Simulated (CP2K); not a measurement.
# Al (Im-3m) in CP2K: further runs

The runs below take Al through single point, equation of state, with PBEsol.

Program: CP2K 2026.2. These are calculated values, not measurements. Logs are shortened: lines on timing, memory, paths and dates and some standing lists are left out, and cuts for length are marked.

### Step 1. Starting point

The structure is cubic, space group Im-3m (No. 229). The conventional cell has a = 3.182 Å, b = 3.182 Å, c = 3.182 Å, α = 90.00°, β = 90.00°, γ = 90.00°. Al (site symmetry m-3m) has 8 Al at 2.76 Å as nearest neighbours.

This isn't the form of Al at room conditions, which is fcc.

### Step 2. Single point, PBEsol, 16.12 Å³/atom

Input file al_eos.inp:

```
&GLOBAL
  PROJECT al_eos
  RUN_TYPE ENERGY_FORCE
  PRINT_LEVEL LOW
&END GLOBAL
&FORCE_EVAL
  METHOD QS
  STRESS_TENSOR ANALYTICAL
  &DFT
    BASIS_SET_FILE_NAME BASIS_MOLOPT_UZH
    POTENTIAL_FILE_NAME POTENTIAL_UZH
    &MGRID
      CUTOFF 450
      REL_CUTOFF 60
      NGRIDS 5
    &END MGRID
    &QS
      METHOD GPW
      EPS_DEFAULT 1.0E-9
    &END QS
    &KPOINTS
      SCHEME MONKHORST-PACK 12 12 12
      GAMMA_CENTERED T
      SYMMETRY T
      SYMMETRY_BACKEND SPGLIB
    &END KPOINTS
    &SCF
      SCF_GUESS ATOMIC
      EPS_SCF 1.0E-6
      MAX_SCF 100
      ADDED_MOS 8
      CHOLESKY OFF
      EPS_EIGVAL 1.0E-7
      &DIAGONALIZATION ON
        ALGORITHM STANDARD
      &END DIAGONALIZATION
      &MIXING ON
        METHOD BROYDEN_MIXING
        ALPHA 0.4
        BETA 1.5
        NBUFFER 8
      &END MIXING
      &SMEAR ON
        METHOD FERMI_DIRAC
        ELECTRONIC_TEMPERATURE 1160.45
      &END SMEAR
    &END SCF
    &XC
      &XC_FUNCTIONAL
        &GGA_X_PBE_SOL
        &END GGA_X_PBE_SOL
        &GGA_C_PBE_SOL
        &END GGA_C_PBE_SOL
      &END XC_FUNCTIONAL
    &END XC
    &PRINT
      &KPOINTS ON
      &END KPOINTS
      &MULLIKEN ON
      &END MULLIKEN
      &MO ON
        ENERGIES T
        OCCUPATION_NUMBERS T
        &EACH
          QS_SCF 0
        &END EACH
        ADD_LAST NUMERIC
      &END MO
    &END PRINT
  &END DFT
  &SUBSYS
    &CELL
      ABC 2.7560716170 2.7560716170 2.7560716170
      ALPHA_BETA_GAMMA 109.4712206349 109.4712206342 109.4712206342
      PERIODIC XYZ
    &END CELL
    &COORD
      Al  0.0000000000 0.0000000000 0.0000000000
    &END COORD
    &KIND Al
      BASIS_SET TZVP-MOLOPT-PBE-GTH-q3
      POTENTIAL GTH-PBE-q3
    &END KIND
    &PRINT
      &ATOMIC_COORDINATES ON
      &END ATOMIC_COORDINATES
      &CELL ON
      &END CELL
      &SYMMETRY ON
      &END SYMMETRY
    &END PRINT
  &END SUBSYS
  &PRINT
    &FORCES ON
    &END FORCES
    &STRESS_TENSOR ON
    &END STRESS_TENSOR
  &END PRINT
&END FORCE_EVAL
```

Potentials or basis: POTENTIAL_UZH Al GTH-PBE-q3; TZVP-MOLOPT-PBE-GTH basis.

Started as:

```bash
> OMP_NUM_THREADS=1 cp2k.psmp -i al_eos.inp -o al_eos.out
```

al_eos.out:

```text

 CP2K| version string:                                       CP2K version 2026.2
 CP2K| Input file name                                                al_eos.inp

 GLOBAL| Force Environment number                                              1
 GLOBAL| Basis set file name                                    BASIS_MOLOPT_UZH
 GLOBAL| Potential file name                                       POTENTIAL_UZH
 GLOBAL| MM Potential file name                                     MM_POTENTIAL
 GLOBAL| Coordinate file name                                      __STD_INPUT__
 GLOBAL| Method name                                                        CP2K
 GLOBAL| Project name                                                     al_eos
 GLOBAL| Run type                                                   ENERGY_FORCE
 GLOBAL| FFT library                                                       FFTW3
 GLOBAL| Diagonalization library                                       ScaLAPACK
 GLOBAL| Cholesky decomposition library                                ScaLAPACK
 GLOBAL| DGEMM library                                                      BLAS
 GLOBAL| Direct generalized diagonalization requested                          F
 GLOBAL| Matrix multiplication library                                 ScaLAPACK
 GLOBAL| Global print level                                                  LOW
 GLOBAL| Total number of message passing processes                             1
 GLOBAL| Number of threads for this process                                    1
 GLOBAL| CPU model name                          Intel(R) Xeon(R) Platinum 8488C

 CELL| Volume [angstrom^3]:                                            16.115716
 CELL| Vector a [angstrom]:       2.756     0.000     0.000   |a| =     2.756072
 CELL| Vector b [angstrom]:      -0.919     2.598     0.000   |b| =     2.756072
 CELL| Vector c [angstrom]:      -0.919    -1.299     2.250   |c| =     2.756072
 CELL| Angle (b,c), alpha [degree]:                                   109.471221
 CELL| Angle (a,c), beta  [degree]:                                   109.471221
 CELL| Angle (a,b), gamma [degree]:                                   109.471221
 CELL| Numerically orthorhombic:                                              NO
 CELL| Periodicity                                                           XYZ

 CELL_REF| Volume [angstrom^3]:                                        16.115716
 CELL_REF| Vector a [angstrom     2.756     0.000     0.000   |a| =     2.756072
 CELL_REF| Vector b [angstrom    -0.919     2.598     0.000   |b| =     2.756072
 CELL_REF| Vector c [angstrom    -0.919    -1.299     2.250   |c| =     2.756072
 CELL_REF| Angle (b,c), alpha [degree]:                               109.471221
 CELL_REF| Angle (a,c), beta  [degree]:                               109.471221
 CELL_REF| Angle (a,b), gamma [degree]:                               109.471221
 CELL_REF| Numerically orthorhombic:                                          NO
 CELL_REF| Periodicity                                                       XYZ
[... 9 lines left out ...]
 TOTAL NUMBERS AND MAXIMUM NUMBERS

  Total number of            - Atomic kinds:                                   1
                             - Atoms:                                          1
                             - Shell sets:                                     1
                             - Shells:                                         7
                             - Primitive Cartesian functions:                  4
                             - Cartesian basis functions:                     18
                             - Spherical basis functions:                     17

  Maximum angular momentum of- Orbital basis functions:                        2
                             - Local part of the GTH pseudopotential:          0
                             - Non-local part of the GTH pseudopotential:      2

 MODULE QUICKSTEP: ATOMIC COORDINATES IN ANGSTROM

   Atom Kind Element         X             Y             Z       Z(eff)     Mass
      1    1 Al   13      0.000000      0.000000      0.000000   3.0000  26.9815

 Crystal Symmetry Information
       International Symbol:                                               Im-3m
       Point Group Symbol:                                                  m-3m
       Schoenflies Symbol:                                                  Oh^9
       Number of Symmetry Operations:                                         48
[... 26 lines left out ...]
                                    Kpoints
 *******************************************************************************
 BRILLOUIN| K-point scheme                                        Monkhorst-Pack
 BRILLOUIN| K-Point grid                                            12   12   12
 BRILLOUIN| Gamma-centered k-point mesh                                     ON
[... 29 lines left out ...]

  Step     Update method      Time    Convergence         Total energy    Change
  ------------------------------------------------------------------------------
     1 NoMix/Diag. 0.40E+00    4.3     0.47148879        -2.2240870493 -2.22E+00
     2 Broy./Diag. 0.40E+00    3.5     0.00183760        -2.1753237966  4.88E-02
     3 Broy./Diag. 0.40E+00    3.9     0.00693064        -2.0810107403  9.43E-02
     4 Broy./Diag. 0.40E+00    3.7     0.00250512        -2.0694509304  1.16E-02
     5 Broy./Diag. 0.40E+00    4.1     0.00017133        -2.0671941865  2.26E-03
     6 Broy./Diag. 0.40E+00    3.4     0.00010183        -2.0673449445 -1.51E-04
     7 Broy./Diag. 0.40E+00    3.6     0.00003921        -2.0672475356  9.74E-05
     8 Broy./Diag. 0.40E+00    3.4     0.00000140        -2.0672455160  2.02E-06
     9 Broy./Diag. 0.40E+00    3.5     0.00000070        -2.0672431476  2.37E-06

  *** SCF run converged in     9 steps ***

  Electronic density on regular grids:         -2.9999999999        0.0000000001
  Core density on regular grids:                2.9999999919       -0.0000000081
  Total charge density on r-space grids:       -0.0000000080
  Total charge density g-space grids:          -0.0000000080

  Overlap energy of the core charge distribution:               0.00000000000000
  Self energy of the core charge distribution:                 -5.64177408513588
  Core Hamiltonian energy:                                      1.19174687007893
  Hartree energy:                                               3.19103435592574
  Exchange-correlation energy:                                 -0.80771044909447
  Electronic entropic energy:                                  -0.00053983931738
  Fermi energy:                                                 0.26813401047648

  Total energy:                                                -2.06724314759803
  Total energy (extrapolated to T->0):                         -2.06697322793934

 MO| EIGENVALUES AND OCCUPATION NUMBERS FOR K POINT 1
 MO|
 MO|  Index      Eigenvalue [a.u.]        Eigenvalue [eV]             Occupation
 MO|      1               0.230337               6.267794               1.999932
 MO|      2               0.230338               6.267824               1.999932
 MO|      3               0.266109               7.241188               1.268780
 MO|      4               0.617959              16.815533               0.000000
 MO|      5               0.625999              17.034295               0.000000
 MO|      6               0.626000              17.034326               0.000000
 MO|      7               0.960248              26.129674               0.000000
 MO|      8               1.231950              33.523076               0.000000
 MO|      9               1.231952              33.523129               0.000000
 MO|     10               1.575916              42.882859               0.000000
 MO| Sum:                                                               5.268643
 MO| E(Fermi):            0.268134 a.u.          7.296297 eV
[... 194 lines left out ...]
 MO|
 MO|  Index      Eigenvalue [a.u.]        Eigenvalue [eV]             Occupation
 MO|      1               0.092018               2.503929               2.000000
 MO|      2               0.261294               7.110166               1.730901
 MO|      3               0.334021               9.089165               0.000000
 MO|      4               0.369132              10.044600               0.000000
 MO|      5               1.000584              27.227277               0.000000
 MO|      6               1.008002              27.429122               0.000000
 MO|      7               1.088368              29.616003               0.000000
 MO|      8               1.109812              30.199524               0.000000
 MO|      9               1.207880              32.868092               0.000000
 MO|     10               1.495634              40.698274               0.000000
 MO| Sum:                                                               3.730901
 MO| E(Fermi):            0.268134 a.u.          7.296297 eV

 [... the levels of further k-points ...]

 !-----------------------------------------------------------------------------!
                     Mulliken Population Analysis

 #  Atom  Element  Kind  Atomic population                           Net charge
       1     Al       1          3.000000                              0.000000
 # Total charge                              3.000000                  0.000000

 !-----------------------------------------------------------------------------!

 ENERGY| Total FORCE_EVAL ( QS ) energy [hartree]             -2.067242741032646

 FORCES| Atomic forces [hartree/bohr]
 FORCES|   Atom     x               y               z               |f|
 FORCES|      1 -8.00517063E-16 -1.07934087E-15 -2.63836516E-15   2.96087403E-15
 FORCES| Sum    -8.00517063E-16 -1.07934087E-15 -2.63836516E-15
 FORCES| Total atomic force                                       2.96087403E-15

 STRESS| Analytical stress tensor [bar]
 STRESS|                        x                   y                   z
 STRESS|      x        3.53829341707E+04  -4.82888752317E+00  -1.54287359080E-01
 STRESS|      y       -4.82888752317E+00   3.53893482625E+04  -5.76369527479E-02
 STRESS|      z       -1.54287359080E-01  -5.76369527479E-02   3.53853123538E+04
 STRESS| 1/3 Trace                                             3.53858649290E+04
 STRESS| Determinant                                           4.43087435011E+13

 STRESS| Eigenvectors and eigenvalues of the analytical stress tensor [bar]
 STRESS|                        1                   2                   3
 STRESS| Eigenvalues   3.53803390254E+04   3.53853176359E+04   3.53919381257E+04
 STRESS|      x           0.880816111636     -0.027325963850     -0.472669302137
 STRESS|      y           0.472321056232     -0.018445863212      0.881233550184
 STRESS|      z           0.032799349428      0.999456373150      0.003340785402
```

It took 42 s on 1 thread of Intel Xeon Platinum 8488C (Sapphire Rapids), shared host; peak memory 0.25 GiB.

Results:

```
Free energy            : -56.2525 eV
Pressure               : 3.5 GPa
Band gap on the k mesh : none (metal or under the smearing width)
```

Caveat: the potentials were made for another functional, which shifts forces and pressure; the basis of atomic orbitals isn't converged, which shifts pressures, moduli and gaps.

### Step 3. Single point, PBEsol, 15.79 Å³/atom (volume scaled by 0.98)

al_eos.inp: that of step 2 with these lines changed.

```diff
@@ -11,2 +11,3 @@
     POTENTIAL_FILE_NAME POTENTIAL_UZH
+    WFN_RESTART_FILE_NAME previous-RESTART.kp
     &MGRID
@@ -27,3 +28,3 @@
     &SCF
-      SCF_GUESS ATOMIC
+      SCF_GUESS RESTART
       EPS_SCF 1.0E-6
@@ -72,4 +73,4 @@
     &CELL
-      ABC 2.7560716170 2.7560716170 2.7560716170
-      ALPHA_BETA_GAMMA 109.4712206349 109.4712206342 109.4712206342
+      ABC 2.7375739347 2.7375739348 2.7375739348
+      ALPHA_BETA_GAMMA 109.4712206339 109.4712206341 109.4712206340
       PERIODIC XYZ
```

Potentials or basis: POTENTIAL_UZH Al GTH-PBE-q3; TZVP-MOLOPT-PBE-GTH basis.

Started as:

```bash
> OMP_NUM_THREADS=1 cp2k.psmp -i al_eos.inp -o al_eos.out
```

Run time: 35 s. Hardware: 1 thread of Intel Xeon Platinum 8488C (Sapphire Rapids), shared host; peak memory 0.25 GiB.

Results (log left out):

| Item | Value |
| --- | --- |
| Free energy | -56.2436 eV |
| Pressure | 5.3 GPa |
| Band gap on the k mesh | none (metal or under the smearing width) |

Caveat: the potentials were made for another functional, which shifts forces and pressure; the basis of atomic orbitals isn't converged, which shifts pressures, moduli and gaps.

### Step 4. Single point, PBEsol, 16.44 Å³/atom (volume scaled by 1.02)

al_eos.inp: that of step 3 with these lines changed.

```diff
@@ -73,4 +73,4 @@
     &CELL
-      ABC 2.7375739347 2.7375739348 2.7375739348
-      ALPHA_BETA_GAMMA 109.4712206339 109.4712206341 109.4712206340
+      ABC 2.7743242788 2.7743242789 2.7743242789
+      ALPHA_BETA_GAMMA 109.4712206348 109.4712206339 109.4712206340
       PERIODIC XYZ
```

Started as:

```bash
> OMP_NUM_THREADS=1 cp2k.psmp -i al_eos.inp -o al_eos.out
```

It took 36 s on 1 thread of Intel Xeon Platinum 8488C (Sapphire Rapids), shared host; peak memory 0.25 GiB.

It converged, with:

| Quantity | Value |
| --- | --- |
| Free energy | -56.2580 eV |
| Pressure | 1.9 GPa |
| Band gap on the k mesh | none (metal or under the smearing width) |

Caveat: the potentials were made for another functional, which shifts forces and pressure; the basis of atomic orbitals isn't converged, which shifts pressures, moduli and gaps.

### Step 5. Single point, PBEsol, 15.47 Å³/atom (volume scaled by 0.96)

al_eos.inp: that of step 4 with these lines changed.

```diff
@@ -73,4 +73,4 @@
     &CELL
-      ABC 2.7743242788 2.7743242789 2.7743242789
-      ALPHA_BETA_GAMMA 109.4712206348 109.4712206339 109.4712206340
+      ABC 2.7188228398 2.7188228399 2.7188228398
+      ALPHA_BETA_GAMMA 109.4712206349 109.4712206335 109.4712206333
       PERIODIC XYZ
```

Started as:

```bash
> OMP_NUM_THREADS=1 cp2k.psmp -i al_eos.inp -o al_eos.out
```

It took 37 s on 1 thread of Intel Xeon Platinum 8488C (Sapphire Rapids), shared host; peak memory 0.25 GiB.

The run converged. Its results:

| Property | Result |
| --- | --- |
| Free energy | -56.2309 eV |
| Pressure | 7.3 GPa |
| Band gap on the k mesh | none (metal or under the smearing width) |

Caveat: the potentials were made for another functional, which shifts forces and pressure; the basis of atomic orbitals isn't converged, which shifts pressures, moduli and gaps.

### Step 6. Single point, PBEsol, 16.76 Å³/atom (volume scaled by 1.04)

al_eos.inp: that of step 5 with these lines changed.

```diff
@@ -73,4 +73,4 @@
     &CELL
-      ABC 2.7188228398 2.7188228399 2.7188228398
-      ALPHA_BETA_GAMMA 109.4712206349 109.4712206335 109.4712206333
+      ABC 2.7923398764 2.7923398765 2.7923398764
+      ALPHA_BETA_GAMMA 109.4712206342 109.4712206344 109.4712206341
       PERIODIC XYZ
```

Potentials or basis: POTENTIAL_UZH Al GTH-PBE-q3; TZVP-MOLOPT-PBE-GTH basis.

Started as:

```bash
> OMP_NUM_THREADS=1 cp2k.psmp -i al_eos.inp -o al_eos.out
```

Wall time 32 s (1 thread of Intel Xeon Platinum 8488C (Sapphire Rapids), shared host); peak memory 0.25 GiB.

It converged, with:

```yaml
Free_energy: -56.2603 eV
Pressure: 0.4 GPa
Band_gap_on_the_k_mesh: none (metal or under the smearing width)
```

Caveat: the potentials were made for another functional, which shifts forces and pressure; the basis of atomic orbitals isn't converged, which shifts pressures, moduli and gaps.

### Step 7. Single point, PBEsol, 15.15 Å³/atom (volume scaled by 0.94)

al_eos.inp: that of step 6 with these lines changed.

```diff
@@ -73,4 +73,4 @@
     &CELL
-      ABC 2.7923398764 2.7923398765 2.7923398764
-      ALPHA_BETA_GAMMA 109.4712206342 109.4712206344 109.4712206341
+      ABC 2.6998094706 2.6998094707 2.6998094707
+      ALPHA_BETA_GAMMA 109.4712206356 109.4712206336 109.4712206340
       PERIODIC XYZ
```

Started as:

```bash
> OMP_NUM_THREADS=1 cp2k.psmp -i al_eos.inp -o al_eos.out
```

Run time: 32 s. Hardware: 1 thread of Intel Xeon Platinum 8488C (Sapphire Rapids), shared host; peak memory 0.25 GiB.

The run converged. Its results:

```
Free energy            : -56.2139 eV
Pressure               : 9.6 GPa
Band gap on the k mesh : none (metal or under the smearing width)
```

Caveat: the potentials were made for another functional, which shifts forces and pressure; the basis of atomic orbitals isn't converged, which shifts pressures, moduli and gaps.

### Step 8. Single point, PBEsol, 17.08 Å³/atom (volume scaled by 1.06)

al_eos.inp: that of step 7 with these lines changed.

```diff
@@ -73,4 +73,4 @@
     &CELL
-      ABC 2.6998094706 2.6998094707 2.6998094707
-      ALPHA_BETA_GAMMA 109.4712206356 109.4712206336 109.4712206340
+      ABC 2.8101259602 2.8101259602 2.8101259602
+      ALPHA_BETA_GAMMA 109.4712206357 109.4712206341 109.4712206342
       PERIODIC XYZ
```

Started as:

```bash
> OMP_NUM_THREADS=1 cp2k.psmp -i al_eos.inp -o al_eos.out
```

It took 28 s on 1 thread of Intel Xeon Platinum 8488C (Sapphire Rapids), shared host; peak memory 0.25 GiB.

The run converged. Its results:

```yaml
Free_energy: -56.2598 eV
Pressure: -0.9 GPa
Band_gap_on_the_k_mesh: none (metal or under the smearing width)
```

Caveat: the potentials were made for another functional, which shifts forces and pressure; the basis of atomic orbitals isn't converged, which shifts pressures, moduli and gaps.

### Step 9. Equation of state, PBEsol

Potentials or basis: POTENTIAL_UZH Al GTH-PBE-q3; TZVP-MOLOPT-PBE-GTH basis.

This step only gathers the single runs of the series.

Results:

* Equilibrium volume: 16.86 Å³/atom
* Bulk modulus: 71 GPa
* Pressure derivative of the bulk modulus: 4.4

Energy against volume, from the lowest point:
| volume (Å³/atom) | energy (meV/atom) |
| --- | --- |
| 15.149 | 46.41 |
| 15.471 | 29.42 |
| 15.793 | 16.69 |
| 16.116 | 7.76 |
| 16.438 | 2.32 |
| 16.760 | 0.00 |
| 17.083 | 0.45 |

Caveat: the potentials were made for another functional, which shifts forces and pressure; the basis of atomic orbitals isn't converged, which shifts pressures, moduli and gaps.
